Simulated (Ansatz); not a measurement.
# CaO: the cell at several levels of theory

An exercise on one series of results from a longer session: the logs are not shown, and one member is left open.

Program: Ansatz 0.2.0. PAW datasets, plane waves, zero pressure. Computed at 0 K without zero-point motion; spin polarisation is off.

## The system as given

The symmetry is Fm-3m (No. 225, cubic); conventional cell a = 4.813 Å, 13.94 Å³ an atom. Near Ca stand 6 O at 2.41 Å; near O stand 6 Ca at 2.41 Å.

The structure in full:

Space group Fm-3m (No. 225). a = 4.813 Å, b = 4.813 Å, c = 4.813 Å, α = 90.00°, β = 90.00°, γ = 90.00°
```tsv
atom	site	symmetry	x	y	z
Ca	4a	m-3m	0.0000	0.0000	0.0000
O	4b	m-3m	0.5000	0.0000	0.0000
```

Set-up of the first run:

The input, input.yaml:

```yaml
crystal:
  lattice:
    - [0.0, 2.4065, 2.4065]
    - [2.4065, 0.0, 2.4065]
    - [2.4065, 2.4065, 0.0]
  atoms:
    - { symbol: Ca, position: [0.0, 0.0, 0.0] }
    - { symbol: O, position: [0.5, 0.5, 0.5] }
kpoints:
  mp_grid: { grid: [8, 8, 8] }
hamiltonian:
  xc: pbe
scf:
  occupations: { method: fermi_dirac, width: 0.02 }
relax:
  f_tol: 0.005
  cell: {}
```

Launch:

```console
$ ansatz run input.yaml --threads 2 --pin off --max-ram 2211MiB --backend cpu --events-out ev --progress --plain --runs-dir out
```

Among the steps run: Relaxing with PBE; Relaxation with r2SCAN; PBEsol: cell and atoms; Relaxation with LDA; Relaxing with HSE06.

One table of the session follows, with a row left open; its other results are not shown here.

```
 level  a (Å)  volume (Å³/atom)
   PBE  4.830            14.086
r2SCAN  4.795            13.782
PBEsol  4.767            13.542
   LDA  4.708            13.044
 HSE06      ?                 ?
```

**Question.** Estimate the row for HSE06.

**Answer.** a (Å): 4.799; volume (Å³/atom): 13.812. In the column «a (Å)» it lies between r2SCAN (4.795) and PBE (4.830).

The volume runs from LDA (least) to PBE (most), a spread of 8.0 %, or 2.6 % in length if all axes shared it alike. The meshes differ: PBE 8×8×8, r2SCAN 8×8×8, PBEsol 8×8×8, LDA 8×8×8, HSE06 6×6×6.
